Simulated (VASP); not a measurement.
Crystal: I.

```
CELL_PARAMETERS angstrom
0.00000 2.36560 3.90984
2.19225 0.00000 3.90984
2.19225 2.36560 0.00000
ATOMIC_POSITIONS crystal
I 0.00000 0.00000 0.00000
```

- Program: VASP 6.6.1
- Task: relaxation of cell and atoms
- Functional: r2SCAN50
- Potentials or basis: VASP PAW PBE potentials, release 64 (I)
- Cutoff: 600 eV
- k mesh: 5 × 5 × 5
- Occupations: gaussian, width 0.05 eV
- Spin: no spin polarisation

At the start: pressure -2.7 GPa; volume 40.55 Å³/atom.

Problem. How do energy, volume and symmetry change on relaxing?

Solution. Over 6 steps the energy falls by 39.5 meV/atom and the volume is 37.51 Å³/atom (-7.5 %); space group Fmmm (No. 69, to 0.05 Å).

The path:
| step | energy change (eV) | largest force (eV/Å) | pressure (GPa) | volume (Å³) |
| --- | --- | --- | --- | --- |
| 1 | 0.0000 | 0.0000 | -2.72 | 40.55 |
| 2 | -0.0192 | 0.0000 | 2.25 | 36.62 |
| 3 | -0.0331 | 0.0000 | -0.02 | 38.06 |
| 4 | -0.0369 | 0.0000 | -0.02 | 37.86 |
| 5 | -0.0395 | 0.0000 | 0.02 | 37.46 |
| 6 | -0.0395 | 0.0000 | 0.03 | 37.51 |

Final structure:
```
CELL_PARAMETERS angstrom
0.00000 2.35830 3.86956
2.05544 0.00000 3.86956
2.05544 2.35830 0.00000
ATOMIC_POSITIONS crystal
I 0.00000 0.00000 0.00000
```

Caveat: the k mesh is coarse (spacing up to 0.42 Å⁻¹), so the values aren't converged, least of all with exact exchange; the PAW data sets were made with another functional, which shifts forces and pressure a little; an odd number of electrons without spin polarisation forces a metal; a magnetic or distorted state may lie lower.
